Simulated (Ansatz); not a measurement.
**Pressure against volume: TiSe₂**

```
CELL_PARAMETERS angstrom
3.53600 0.00000 0.00000
-1.76800 3.06227 0.00000
0.00000 0.00000 6.00400
ATOMIC_POSITIONS crystal
Ti 0.00000 0.00000 0.00000
Se 0.33333 0.66667 0.25520
Se 0.66667 0.33333 0.74480
```

Conventional cell: a = 3.536 Å, b = 3.536 Å, c = 6.004 Å, α = 90.00°, β = 90.00°, γ = 120.00°. Ti (atom 1) has 6 Se at 2.55 Å as nearest neighbours. Se (atom 2) has 3 Ti at 2.55 Å as nearest neighbours.

The cell is COD entry 1548816, which may be a prediction rather than a measurement; nothing was relaxed.

Levels of theory: DFT, PBEsol, all-electron LAPW, scalar-relativistic (Ansatz 0.2.0); DFT, PBEsol, PAW with Ansatz's default frozen-core files, scalar-relativistic (Ansatz 0.2.0).

For LAPW: a Γ-centred 12×12×6 k mesh, Fermi–Dirac smearing of 0.03 eV, basis error target 1 meV/atom, no spin polarisation. PAW takes a cutoff of 420 eV at this cell (files made with PBE, cores remade for this functional). The Ansatz runs share mesh, smearing and spin set-up. Plane-wave (PAW) pressures include the program's estimate of the Pulay term.

The cell above is scaled evenly, with fractional coordinates and shape held.

```json
{"V/V(cell)": "0.9400", "V (Å³/atom)": "20.371", "P, LAPW (GPa)": "3.24", "P, PAW (GPa)": "3.24"}
{"V/V(cell)": "0.9800", "V (Å³/atom)": "21.237", "P, LAPW (GPa)": "-0.63", "P, PAW (GPa)": "-0.63"}
{"V/V(cell)": "1.0000", "V (Å³/atom)": "21.671", "P, LAPW (GPa)": "-2.28", "P, PAW (GPa)": "-2.28"}
{"V/V(cell)": "1.0100", "V (Å³/atom)": "21.888", "P, LAPW (GPa)": "?", "P, PAW (GPa)": "?"}
{"V/V(cell)": "1.0400", "V (Å³/atom)": "22.538", "P, LAPW (GPa)": "-5.11", "P, PAW (GPa)": "-5.10"}
```

Problem. Fill in the row V/V(cell) = 1.0100.

Solution. P, LAPW (GPa) = -3.04, P, PAW (GPa) = -3.04.

Problem. What do Birch–Murnaghan fits to the pressures give?

Solution. LAPW: V0 = 21.08 Å³/atom, B0 = 88 GPa, B0′ = 4.1; PAW: V0 = 21.08 Å³/atom, B0 = 88 GPa, B0′ = 4.1.

PAW's V0 lies 0.00 % from the all-electron value and its B0 0.0 %. With shape and internal coordinates held, B0 is an upper bound to the relaxed modulus.
